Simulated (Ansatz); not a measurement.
PbS: a two-dimensional sheet

It was reached by relaxing an invented guess, and it needn't be the stable form of this composition.

These are results of DFT PBE, scalar-relativistic, plane waves, PAW in Ansatz 0.2.0, not measurements. Plane waves to 420 eV, a k mesh through Γ of 6×6×1 on the computed 4-atom cell and Gaussian smearing (0.02 eV); no spin polarisation.

This is a two-dimensional sheet: the third axis spans vacuum and isn't periodic.

```
Pb S
1.0
     4.24693    0.00000    0.00000
     0.00000    4.24693    0.00000
     0.00000    0.00000   30.91340
Pb S
2 2
Cartesian
  0.0000 2.1235 7.5968
  2.1235 0.0000 10.4032
  0.0000 2.1235 10.2893
  2.1235 0.0000 7.7107
```

Energies over the elements count from the elements' standard structures at the same level, with no fitted energy shifts.

```
Layer group                                                : p4/nmm (No. 64)
In-plane cell                                              : a = 4.247 Å, b = 4.247 Å, γ = 90.0°
Area per atom                                              : 4.51 Å²
Thickness between the outermost nuclei                     : 2.81 Å
Formation energy                                           : −0.491 eV/atom
Band gap over mesh and path                                : 1.66 eV
Löwdin character of the top 1 eV of the valence band       : S 3p 75 %, Pb 6s 12 %, Pb 6p 11 %
Löwdin character of the lowest 1 eV of the conduction band : Pb 6p 77 %, S 3s 9 %, S 3p 8 %, unprojected 4 %
Bader charges (e)                                          : Pb1 0.98, Pb2 0.98, S3 -0.98, S4 -0.98
```

Levels along Γ–X–M–Γ, in eV from a zero inside the gap, sorted by energy at each point. Points in fractions of the primitive reciprocal vectors: Γ (0.000 0.000 0.000), X (0.000 0.500 0.000), M (0.500 0.500 0.000).
```json
{"point": "Γ", "k (1/Å, with 2π)": "0.000", "band 17": "-3.34", "band 18": "-2.28", "band 19": "-2.28", "band 20": "-1.20", "band 21": "1.18", "band 22": "3.10", "band 23": "3.81"}
{"point": "-", "k (1/Å, with 2π)": "0.370", "band 17": "-2.73", "band 18": "-1.97", "band 19": "-1.45", "band 20": "-1.41", "band 21": "1.45", "band 22": "2.00", "band 23": "2.88"}
{"point": "X", "k (1/Å, with 2π)": "0.740", "band 17": "-1.93", "band 18": "-1.93", "band 19": "-1.03", "band 20": "-1.03", "band 21": "1.03", "band 22": "1.03", "band 23": "2.09"}
{"point": "-", "k (1/Å, with 2π)": "1.110", "band 17": "-2.61", "band 18": "-2.61", "band 19": "-2.23", "band 20": "-2.23", "band 21": "2.27", "band 22": "2.27", "band 23": "3.27"}
{"point": "M", "k (1/Å, with 2π)": "1.480", "band 17": "-3.60", "band 18": "-3.60", "band 19": "-2.30", "band 20": "-2.30", "band 21": "3.20", "band 22": "3.20", "band 23": "4.28"}
{"point": "-", "k (1/Å, with 2π)": "2.002", "band 17": "-2.98", "band 18": "-1.95", "band 19": "-1.81", "band 20": "-1.07", "band 21": "1.34", "band 22": "2.11", "band 23": "2.25"}
{"point": "Γ", "k (1/Å, with 2π)": "2.526", "band 17": "-3.34", "band 18": "-2.28", "band 19": "-2.28", "band 20": "-1.20", "band 21": "1.18", "band 22": "3.10", "band 23": "3.81"}
```

The last run used a 6×6×1 mesh for its 4-atom cell and Gaussian smearing of 0.02 eV. These runs have no spin–orbit coupling, which can matter for Pb. Kohn–Sham gaps at this level usually fall short of measured ones. The missing spin–orbit coupling can work the other way here. The reference form of S is held partly by dispersion forces, which this level lacks. A band path finds a smaller gap than this mesh does: 1.66 eV.
